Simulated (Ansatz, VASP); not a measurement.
# BaZrO3 in VASP and in Ansatz

```
Ba Zr O
1.0
     4.09634    0.00000    0.00000
     0.00000    4.09634    0.00000
     0.00000    0.00000    4.09634
Ba Zr O
1 1 3
Direct
  0.00000 0.00000 0.00000
  0.50000 0.50000 0.50000
  0.00000 0.50000 0.50000
  0.50000 0.00000 0.50000
  0.50000 0.50000 0.00000
```

Alike in both runs: task single point; functional PBE; k mesh 6 × 6 × 6; occupations gaussian, width 0.02 eV; no spin polarisation.

|  | VASP | Ansatz |
| --- | --- | --- |
| version | VASP 6.6.1 | Ansatz 0.2.0 |
| potentials or method | VASP PAW PBE potentials, release 64 (Ba_sv, Zr_sv, O) | scalar-relativistic, plane waves, PAW |
| plane-wave cutoff (eV) | 520 | 420 |
| valence electrons in the cell | 40 | 40 |

|  | VASP | Ansatz | Ansatz less VASP |
| --- | --- | --- | --- |
| gap on the k mesh at the Fermi level (eV) | 3.33 | 3.39 | +0.061 |
| least direct gap on the mesh (eV) | 3.46 | 3.49 | +0.027 |
| pressure (GPa) | 18.8 | 17.4 | -1.40 |

With one functional, cell and mesh, what is left measures potentials, basis and numerics.

Caveats: so large a pressure means that the cell lies far from this level's equilibrium, or that cutoff or potentials fall short (VASP); spin-orbit coupling is left out, which moves the levels of the heavy elements. A k mesh can miss the band edges. A hybrid or GW would open this gap; PBE tends to underestimate it.
